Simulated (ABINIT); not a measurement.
# AlN (P6_3mc): G0W0 with ABINIT, start to end, part 2 of 3

How does a plane-wave GW calculation on AlN (P6_3mc) run from the first input to the gap?

ABINIT 10.8.3; PBE and many-body steps on it, plane waves. Known limits of the many-body steps: not at the basis limit.

So far. Step 2 (Ground state): The gap is direct, at Γ.

The database entry behind the starting cell differs from later determinations by our own check (inner coordinate u about 0.002 short), so it need not match the best structure at ambient conditions.

## (3) Bands along the symmetry lines

Level of this step: DFT, PBE, plane waves, norm-conserving pseudopotentials (ABINIT).

Levels along a band path, at the cheap level, show where the edges lie and whether the meshes to come will hold them.

run.abi reads:

```
acell 3*1.0 Angstrom
rprim 
  3.113000000011 -0.000000000003 0.000000000000
  -1.556500000003 2.695937081992 0.000000000000
  0.000000000000 0.000000000000 4.981000000000
ntypat 2
znucl 13 7
natom 4
typat 1 1 2 2
xred 
  0.333333333333 0.666666666667 0.000000000000
  0.666666666667 0.333333333333 0.500000000000
  0.333333333333 0.666666666667 0.380000000000
  0.666666666667 0.333333333333 0.880000000000
pp_dirpath "pseudos"
pseudos "Al.upf, N.upf"
ecut 36
iscf -2
irdden 1
kptopt 0
nkpt 75
kpt 
  0.00000000 0.00000000 0.00000000
  0.06250000 0.00000000 0.00000000
  0.12500000 0.00000000 0.00000000
  0.18750000 0.00000000 0.00000000
  0.25000000 0.00000000 0.00000000
  0.31250000 0.00000000 0.00000000
  0.37500000 0.00000000 0.00000000
  0.43750000 0.00000000 0.00000000
  0.50000000 0.00000000 0.00000000
  0.47916667 0.04166667 0.00000000
  0.45833333 0.08333333 0.00000000
  0.43750000 0.12500000 0.00000000
  0.41666666 0.16666666 0.00000000
  0.39583333 0.20833333 0.00000000
  0.37500000 0.25000000 0.00000000
  0.35416666 0.29166666 0.00000000
  0.33333333 0.33333333 0.00000000
  0.29166666 0.29166666 0.00000000
  0.25000000 0.25000000 0.00000000
  0.20833333 0.20833333 0.00000000
  0.16666666 0.16666666 0.00000000
  0.12500000 0.12500000 0.00000000
  0.08333333 0.08333333 0.00000000
  0.04166667 0.04166667 0.00000000
  0.00000000 0.00000000 0.00000000
  0.00000000 0.00000000 0.06250000
  0.00000000 0.00000000 0.12500000
  0.00000000 0.00000000 0.18750000
  0.00000000 0.00000000 0.25000000
  0.00000000 0.00000000 0.31250000
  0.00000000 0.00000000 0.37500000
  0.00000000 0.00000000 0.43750000
  0.00000000 0.00000000 0.50000000
  0.06250000 0.00000000 0.50000000
  0.12500000 0.00000000 0.50000000
  0.18750000 0.00000000 0.50000000
  0.25000000 0.00000000 0.50000000
  0.31250000 0.00000000 0.50000000
  0.37500000 0.00000000 0.50000000
  0.43750000 0.00000000 0.50000000
  0.50000000 0.00000000 0.50000000
  0.47916667 0.04166667 0.50000000
  0.45833333 0.08333333 0.50000000
  0.43750000 0.12500000 0.50000000
  0.41666666 0.16666666 0.50000000
  0.39583333 0.20833333 0.50000000
  0.37500000 0.25000000 0.50000000
  0.35416666 0.29166666 0.50000000
  0.33333333 0.33333333 0.50000000
  0.29166666 0.29166666 0.50000000
  0.25000000 0.25000000 0.50000000
  0.20833333 0.20833333 0.50000000
  0.16666666 0.16666666 0.50000000
  0.12500000 0.12500000 0.50000000
  0.08333333 0.08333333 0.50000000
  0.04166667 0.04166667 0.50000000
  0.00000000 0.00000000 0.50000000
  0.50000000 0.00000000 0.50000000
  0.50000000 0.00000000 0.43750000
  0.50000000 0.00000000 0.37500000
  0.50000000 0.00000000 0.31250000
  0.50000000 0.00000000 0.25000000
  0.50000000 0.00000000 0.18750000
  0.50000000 0.00000000 0.12500000
  0.50000000 0.00000000 0.06250000
  0.50000000 0.00000000 0.00000000
  0.33333333 0.33333333 0.50000000
  0.33333333 0.33333333 0.43750000
  0.33333333 0.33333333 0.37500000
  0.33333333 0.33333333 0.31250000
  0.33333333 0.33333333 0.25000000
  0.33333333 0.33333333 0.18750000
  0.33333333 0.33333333 0.12500000
  0.33333333 0.33333333 0.06250000
  0.33333333 0.33333333 0.00000000
istwfk *1
nband 19
nbdbuf 6
tolwfr 1e-07
nstep 50
prtwf 0
prtvol 0
indata_prefix "in"
outdata_prefix "out"
tmpdata_prefix "tmp"
```

Command:

```console
$ OMP_NUM_THREADS=1 mpirun -n 8 abinit run.abi > log
```

Numbers of over 12 decimals in the logs are rounded to 6 here.

The log of the run:

```text
.Version 10.8.3 of ABINIT. v10.8.2 released Aug 2026.

 Symmetries : space group P6_3 m c (#186); Bravais hP (primitive hexag.)
[... echo of the input left out ...]
== DATASET  1 ==================================================================
-   mpi_nproc: 8, omp_nthreads: 1 (-1 if OMP is not activated)

--- !DatasetInfo
iteration_state: {dtset: 1, }
dimensions: {natom: 4, nkpt: 75, mband: 19, nsppol: 1, nspinor: 1, nspden: 1, mpw: 2937, }
cutoff_energies: {ecut:  36.0, pawecutdg:  -1.0, }
electrons: {nelect:   1.60000000E+01, charge:   0.00000000E+00, occopt:   1.00000000E+00, tsmear:   1.00000000E-02, }

 Real(R)+Recip(G) space primitive vectors, cartesian coordinates (Bohr,Bohr^-1):
 R(1)=  5.8827174  0.0000000  0.0000000  G(1)=  0.1699895  0.0981435  0.0000000
 R(2)= -2.9413587  5.0945827  0.0000000  G(2)=  0.0000000  0.1962869  0.0000000
 R(3)=  0.0000000  0.0000000  9.4127258  G(3)=  0.0000000  0.0000000  0.1062392
 Unit cell volume ucvol=  2.8209931E+02 bohr^3
 Angles (23,13,12)=  9.00000000E+01  9.00000000E+01  1.20000000E+02 degrees

 getcut: wavevector=  0.0000  0.0000  0.0000  ngfft=  32  32  54
         ecut(hartree)=     36.000   => boxcut(ratio)=   2.01398

--- Pseudopotential description ------------------------------------------------
- Al Generated using ONCVPSP code by D. R. Hamann
- 13.00000   3.00000  171031                  znucl, zion, pspdat
12 -101130 2 -1 1876                          pspcod,pspxc,lmax,lloc,mmax
     nproj     2     2     2
  pspatm : epsatm=    4.08140545
         --- l  ekb(1:nproj) -->
             0    5.126667    0.728291
             1    7.287548    0.832437
             2   -2.770497   -0.637722
 pspatm: atomic psp has been read  and splines computed

- N Generated using ONCVPSP code by D. R. Hamann
-  7.00000   5.00000  171031                  znucl, zion, pspdat
12 -101130 1 -1 1058                          pspcod,pspxc,lmax,lloc,mmax
     nproj     2     2     0
  pspatm : epsatm=    5.20977870
         --- l  ekb(1:nproj) -->
[...]
pspatm: atomic psp has been read  and splines computed

--------------------------------------------------------------------------------

================================================================================
 prteigrs : about to open file out_EIG
 Non-SCF case, kpt    1 (  0.00000  0.00000  0.00000), residuals and eigenvalues=
  1.20E-08  9.49E-08  8.91E-08  2.07E-08  3.40E-08  5.82E-08  8.24E-08  3.48E-08
  9.08E-09  2.99E-08  3.61E-08  4.49E-08  9.69E-08  7.15E-08  5.79E-08  3.96E-08
[...]
-3.6127E-01 -2.8223E-01 -2.4254E-02  1.6476E-01  1.6476E-01  1.8869E-01
  1.8869E-01  1.9530E-01  3.5040E-01  4.4063E-01  5.8456E-01  6.0656E-01
  6.0656E-01  6.7958E-01  6.7973E-01  6.7973E-01  7.2946E-01  7.2946E-01
  7.3973E-01
 Non-SCF case, kpt    2 (  0.06250  0.00000  0.00000), residuals and eigenvalues=
[...]
7.7248E-01
 Non-SCF case, kpt    3 (  0.12500  0.00000  0.00000), residuals and eigenvalues=
[...]
8.0526E-01
[...]
Non-SCF case, kpt   74 (  0.33333  0.33333  0.06250), residuals and eigenvalues=
[...]
8.8144E-01
 Non-SCF case, kpt   75 (  0.33333  0.33333  0.00000), residuals and eigenvalues=
[...]
1.0816E-01  1.0816E-01  3.8180E-01  5.0314E-01  5.5167E-01  5.5167E-01
  6.1993E-01  6.1993E-01  6.7792E-01  7.3407E-01  7.3407E-01  8.8212E-01
  8.8705E-01

--- !ResultsGS
iteration_state: {dtset: 1, }
comment   : Summary of ground state results
lattice_vectors:
- [  5.8827174,  -0.0000000,   0.0000000, ]
- [ -2.9413587,   5.0945827,   0.0000000, ]
- [  0.0000000,   0.0000000,   9.4127258, ]
lattice_lengths: [   5.88272,    5.88272,    9.41273, ]
lattice_angles: [ 90.000,  90.000, 120.000, ] # degrees, (23, 13, 12)
lattice_volume:   2.8209931E+02
convergence: {deltae:  0.000E+00, res2:  0.000E+00, residm:  9.989E-08, diffor:  0.000E+00, }
etotal    :  -2.55880884E+01
entropy   :   0.00000000E+00
fermie    :   1.95302428E-01
cartesian_stress_tensor: null
pressure_GPa: null
xred      :
- [  3.3333E-01,   6.6667E-01,   1.1102E-16, Al]
- [  6.6667E-01,   3.3333E-01,   5.0000E-01, Al]
- [  3.3333E-01,   6.6667E-01,   3.8000E-01,  N]
- [  6.6667E-01,   3.3333E-01,   8.8000E-01,  N]
cartesian_forces: null
force_length_stats: {min: null, max: null, mean: null, }

 Integrated electronic density in atomic spheres:
 ------------------------------------------------
 Atom  Sphere_radius  Integrated_density
[...]
================================================================================

 ----iterations are completed or convergence reached----

 Mean square residual over all n,k,spin=   44.902E-09; max=  99.889E-09
 reduced coordinates (array xred) for    4 atoms
[...]
cartesian coordinates (angstrom) at end:
    1      1.67e-12     1.797291     0.000000
    2      1.556500     0.898646     2.490500
    3      1.67e-12     1.797291     1.892780
    4      1.556500     0.898646     4.383280
 length scales=  1.889726125908  1.889726125908  1.889726125908 bohr
              =  1.000000000000  1.000000000000  1.000000000000 angstroms
 prteigrs : about to open file out_EIG
 Eigenvalues (hartree) for nkpt=  75  k points:
 kpt#   1, nband= 19, wtk=  1.00000, kpt=  0.0000  0.0000  0.0000 (reduced coord)
[...]
kpt#   2, nband= 19, wtk=  1.00000, kpt=  0.0625  0.0000  0.0000 (reduced coord)
[...]
kpt#   3, nband= 19, wtk=  1.00000, kpt=  0.1250  0.0000  0.0000 (reduced coord)
[...]
kpt#  74, nband= 19, wtk=  1.00000, kpt=  0.3333  0.3333  0.0625 (reduced coord)
[...]
0.73645    0.88113    0.88144
 kpt#  75, nband= 19, wtk=  1.00000, kpt=  0.3333  0.3333  0.0000 (reduced coord)
  -0.26958   -0.26958    0.01933    0.05738    0.05738    0.10651    0.10816    0.10816
   0.38180    0.50314    0.55167    0.55167    0.61993    0.61993    0.67792    0.73407
   0.73407    0.88212    0.88705

== END DATASET(S) ==============================================================
================================================================================

 -outvars: echo values of variables after computation  --------
            nband          19
             nkpt          75
          spgroup         186
 [... the other variables as echoed above ...]

 Calculation completed.
```

Run time: 11 s. Hardware: 8 MPI ranks of Arm Neoverse N1, shared host; peak memory 0.52 GiB; 86 s of CPU time.

This step gave:

| Item | Value |
| --- | --- |
| gap | 4.220 eV |
| k of the valence top | 0, 0, 0 |
| k of the conduction bottom | 0, 0, 0 |
| least direct gap | 4.220 eV |

The gap is 4.220 eV, as in the run before at this level.

The electronic bands at the labelled points (eV, zero at the top of the highest filled band; v1 is the highest filled band, c1 the lowest empty one):

```csv
point,v4,v3,v2,v1,c1,c2,c3,c4
Γ,-0.83,-0.18,-0.18,0.00,4.22,6.68,10.59,11.19
halfway,-2.43,-1.54,-0.44,-0.38,6.21,7.63,8.10,10.04
M,-3.33,-2.06,-1.77,-0.66,5.83,5.84,8.21,10.30
halfway,-3.07,-2.97,-1.86,-1.49,5.54,7.17,8.88,10.08
K,-3.75,-2.42,-2.37,-2.37,5.07,8.38,9.70,9.70
halfway,-3.35,-1.67,-0.86,-0.59,6.85,7.48,8.57,9.14
Γ,-0.83,-0.18,-0.18,0.00,4.22,6.68,10.59,11.19
halfway,-0.74,-0.74,-0.28,-0.28,5.17,6.79,10.27,11.16
A,-0.51,-0.51,-0.51,-0.51,6.47,6.47,10.35,10.35
halfway,-1.58,-1.58,-1.01,-1.01,6.55,6.55,9.52,9.52
L,-1.44,-1.44,-1.35,-1.35,5.34,5.34,9.32,9.32
halfway,-2.72,-2.72,-0.92,-0.92,6.19,6.19,9.25,9.25
H,-3.83,-3.83,-0.78,-0.78,7.44,7.44,7.88,7.88
halfway,-1.80,-1.80,-1.20,-1.20,6.74,6.74,9.49,9.49
A,-0.51,-0.51,-0.51,-0.51,6.47,6.47,10.35,10.35
jump to L,-1.44,-1.44,-1.35,-1.35,5.34,5.34,9.32,9.32
halfway,-2.55,-1.89,-1.19,-0.91,5.09,5.93,9.37,9.47
M,-3.33,-2.06,-1.77,-0.66,5.83,5.84,8.21,10.30
jump to H,-3.83,-3.83,-0.78,-0.78,7.44,7.44,7.88,7.88
halfway,-4.41,-2.91,-1.46,-1.46,5.91,8.23,8.70,8.70
K,-3.75,-2.42,-2.37,-2.37,5.07,8.38,9.70,9.70
```

## (4) Empty states on the mesh, 6×6×4 mesh, 217 bands

The sums over transitions need many empty states on a uniform mesh; this step solves for them.

run.abi reads:

```
acell 3*1.0 Angstrom
rprim 
  3.113000000011 -0.000000000003 0.000000000000
  -1.556500000003 2.695937081992 0.000000000000
  0.000000000000 0.000000000000 4.981000000000
ntypat 2
znucl 13 7
natom 4
typat 1 1 2 2
xred 
  0.333333333333 0.666666666667 0.000000000000
  0.666666666667 0.333333333333 0.500000000000
  0.333333333333 0.666666666667 0.380000000000
  0.666666666667 0.333333333333 0.880000000000
pp_dirpath "pseudos"
pseudos "Al.upf, N.upf"
ecut 36
ngkpt 6 6 4
nshiftk 1
shiftk 0 0 0
kptopt 1
chksymbreak 0
irdden 1
istwfk *1
nband 217
prtvol 0
optdriver 6
gwr_task "HDIAGO"
paral_kgb 0
occopt 1
indata_prefix "in"
outdata_prefix "out"
tmpdata_prefix "tmp"
```

The log of the run:

```text
[banner, memory and clock lines left out]
.Version 10.8.3 of ABINIT. v10.8.2 released Aug 2026.

 Symmetries : space group P6_3 m c (#186); Bravais hP (primitive hexag.)
[... echo of the input left out ...]
== DATASET  1 ==================================================================
-   mpi_nproc: 8, omp_nthreads: 1 (-1 if OMP is not activated)

--- !DatasetInfo
iteration_state: {dtset: 1, }
dimensions: {natom: 4, nkpt: 21, mband: 217, nsppol: 1, nspinor: 1, nspden: 1, mpw: 2934, }
cutoff_energies: {ecut:  36.0, pawecutdg:  -1.0, }
electrons: {nelect:   1.60000000E+01, charge:   0.00000000E+00, occopt:   1.00000000E+00, tsmear:   1.00000000E-02, }

.Using double precision arithmetic; gwpc =  8

- Reading GS density from: in_DEN

--- Pseudopotential description ------------------------------------------------
- Al Generated using ONCVPSP code by D. R. Hamann
- 13.00000   3.00000  171031                  znucl, zion, pspdat
12 -101130 2 -1 1876                          pspcod,pspxc,lmax,lloc,mmax
     nproj     2     2     2
  pspatm : epsatm=    4.08140545
         --- l  ekb(1:nproj) -->
             0    5.126667    0.728291
             1    7.287548    0.832437
             2   -2.770497   -0.637722
 pspatm: atomic psp has been read  and splines computed

- N Generated using ONCVPSP code by D. R. Hamann
-  7.00000   5.00000  171031                  znucl, zion, pspdat
12 -101130 1 -1 1058                          pspcod,pspxc,lmax,lloc,mmax
     nproj     2     2     0
  pspatm : epsatm=    5.20977870
         --- l  ekb(1:nproj) -->
             0    7.494509    0.636305
             1   -4.293905   -1.006988
 pspatm: atomic psp has been read  and splines computed

   2.97317893E+02                                ecore*ucvol(ha*bohr**3)

 Total charge density [el/Bohr^3]
)     Maximum=    5.3940E-01  at reduced coord.    0.7813    0.4063    0.8889
)     Minimum=    1.6705E-03  at reduced coord.    0.3125    0.6563    0.0000
   Integrated=    1.6000E+01

 === KS gaps after direct diagonalization ===
 Direct band gap semiconductor
 Fundamental gap:     4.220 (eV)
   VBM:     5.314 (eV) at k: [ 0.0000E+00,  0.0000E+00,  0.0000E+00]
   CBM:     9.535 (eV) at k: [ 0.0000E+00,  0.0000E+00,  0.0000E+00]
 Direct gap:         4.220 (eV) at k: [ 0.0000E+00,  0.0000E+00,  0.0000E+00]

== END DATASET(S) ==============================================================

 -outvars: echo values of variables after computation  --------
           etotal      0.0000000000E+00
            nband         217
             nkpt          21
          spgroup         186
 [... the other variables as echoed above ...]

 Calculation completed.
```

It took 92 s on 8 MPI ranks; peak memory 4.1 GiB; 12 min of CPU time.

Numbers from this step:

| Property | Result |
| --- | --- |
| gap | 4.220 eV |
| k of the valence top | 0, 0, 0 |
| k of the conduction bottom | 0, 0, 0 |
| least direct gap | 4.220 eV |
| k points computed | 21 |
| lowest point of the top converged band, above the valence top | 147.5304 eV |

On this mesh the gap is 4.220 eV.

## (5) Screening, 6×6×4 mesh, 209 bands, screening to 277.6 eV

The RPA dielectric matrix is built and inverted for each q.

This step: RPA screening on PBE, plane waves, norm-conserving pseudopotentials.

run.abi, as its differences from that of step 4:

```diff
@@ -22,10 +22,11 @@
 chksymbreak 0
-irdden 1
 istwfk *1
-nband 217
-prtvol 0
-optdriver 6
-gwr_task "HDIAGO"
-paral_kgb 0
 occopt 1
+irdwfk 1
+optdriver 3
+nband 209
+ecuteps 10.2
+inclvkb 2
+awtr 1
+symchi 1
 indata_prefix "in"
```

The log of the run:

```text
.Version 10.8.3 of ABINIT. v10.8.2 released Aug 2026.

 Symmetries : space group P6_3 m c (#186); Bravais hP (primitive hexag.)
[... echo of the input left out ...]
== DATASET  1 ==================================================================
-   mpi_nproc: 8, omp_nthreads: 1 (-1 if OMP is not activated)

--- !DatasetInfo
iteration_state: {dtset: 1, }
dimensions: {natom: 4, nkpt: 21, mband: 209, nsppol: 1, nspinor: 1, nspden: 1, mpw: 2934, }
cutoff_energies: {ecut:  36.0, pawecutdg:  -1.0, }
electrons: {nelect:   1.60000000E+01, charge:   0.00000000E+00, occopt:   1.00000000E+00, tsmear:   1.00000000E-02, }

 SCREENING: Calculation of the susceptibility and dielectric matrices

 Based on a program developped by R.W. Godby, V. Olevano, G. Onida, and L. Reining.
 Incorporated in ABINIT by V. Olevano, G.-M. Rignanese, and M. Torrent.
.Using double precision arithmetic ; gwpc =  8

[... cell and pseudopotentials left out ...]
--------------------------------------------------------------------------------

 ==== K-mesh for the wavefunctions ====
 Number of points in the irreducible wedge :    21
[... list of points left out ...]
 Together with 12 symmetry operations and time-reversal symmetry
 yields   144 points in the full Brillouin Zone.

 ==== Q-mesh for the screening function ====
 Number of points in the irreducible wedge :    21
[... list of points left out ...]
 Together with 12 symmetry operations and time-reversal symmetry
 yields   144 points in the full Brillouin Zone.

 setmesh: FFT mesh size selected  =    24x   24x   40
          total number of points  =        23040

 vcoul_init : cutoff-mode = AUXILIARY_FUNCTION
 q-points for optical limit:   1
     1)      0.000010    0.000020    0.000030

- screening: taking advantage of time-reversal symmetry
- Maximum band index for partially occupied states nbvw = 8
- Remaining bands to be divided among processors   nbcw = 201
- Number of bands treated by each node ~25

 Number of electrons calculated from density =   16.0000; Expected =   16.0000
 average of density, n =  0.056718
 r_s =    1.6146
 omega_plasma =   22.9728 [eV]

 calculating chi0 at frequencies [eV] :
  1    0.000000E+00    0.000000E+00
  2    0.000000E+00    2.297283E+01

--------------------------------------------------------------------------------
  q-point number  1        q = ( 0.000000, 0.000000, 0.000000) [r.l.u.]
--------------------------------------------------------------------------------
[... chi0 elements left out ...]
 For q-point:  0.000010 0.000020 0.000030
  dielectric constant =   4.2117
  dielectric constant without local fields =   4.6427

  Average fulfillment of the sum rule on Im[epsilon] for q-point    1 :     91.40  [%]
[... wings left out ...]
  q-point number  2        q = ( 0.166667, 0.000000, 0.000000) [r.l.u.]
--------------------------------------------------------------------------------
[... chi0 elements left out ...]
  Average fulfillment of the sum rule on Im[epsilon] for q-point    2 :     95.41  [%]

 [... 19 further q-points ...]
```

Wall time 8.8 min (8 MPI ranks); peak memory 3 GiB.

Numbers from this step:

| Property | Result |
| --- | --- |
| ε∞ with local fields, on this mesh, along the program's q direction | 4.212 |
| the same without local fields | 4.643 |
| plasma frequency | 22.97 eV |
| plane waves in the screening matrix | 439 |

Local fields lower ε∞ by 9 %.

(Continued in part 3 of 3.)

[Paths, hosts, dates, memory and timing lines, banners, echoed tables and standing remarks are left out of the program output.]

[Logs are printed without paths, hosts, clocks, repeated set-up lines and the standing remarks that a program may print on its own settings, such as how far it seeks lower states.]

[Runs of the session that timed out or met a known fault of the program may be left out.]

[Hosts, paths, dates, database ids (printed as entryN), source tags and the programs' standing remarks are cut or masked in the printed files.]

[G0W0 gaps are taken among the corrected bands and points alone; a level outside them can change the order at an edge.]

[Where Ansatz stands beside ABINIT at settings called matched, ABINIT's density can come from a denser mesh and the files from another edition; pairs whose starting gaps differed by over 0.03 eV were left out, so agreement reads better than it is.]
